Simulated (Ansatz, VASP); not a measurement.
One calculation of Cu, two programs

```
Cu
1.0
     0.00000    1.83129    1.83129
     1.83129    0.00000    1.83129
     1.83129    1.83129    0.00000
Cu
1
Direct
  0.00000 0.00000 0.00000
```

Alike in both runs: task single point; functional revPBE; k mesh 13 × 13 × 13; occupations fermi-dirac, width 0.05 eV; no spin polarisation.

|  | VASP | Ansatz |
| --- | --- | --- |
| version | VASP 6.6.1 | Ansatz 0.2.0 |
| potentials or method | VASP PAW PBE potentials, release 64 (Cu) | Ansatz PAW |
| plane-wave cutoff (eV) | 520 | 420 |
| valence electrons in the cell | 11 | 19 |

```csv
,VASP,Ansatz,Ansatz less VASP
gap on the k mesh at the Fermi level (eV),none,none,-
pressure (GPa),0.2,-0.3,-0.54
```

A gap of «none» marks a metal or a gap that the smearing closes. The functional is the same, so the differences come from potentials, cutoffs and numerics. The two sets of potentials don't hold the same shells in valence.

Caveats: the PAW data sets were made with another functional, which shifts forces and pressure a little (VASP); the PAW data sets come from PBE, with cores solved anew for the run's functional, which leaves a small shift of forces and pressure (Ansatz).
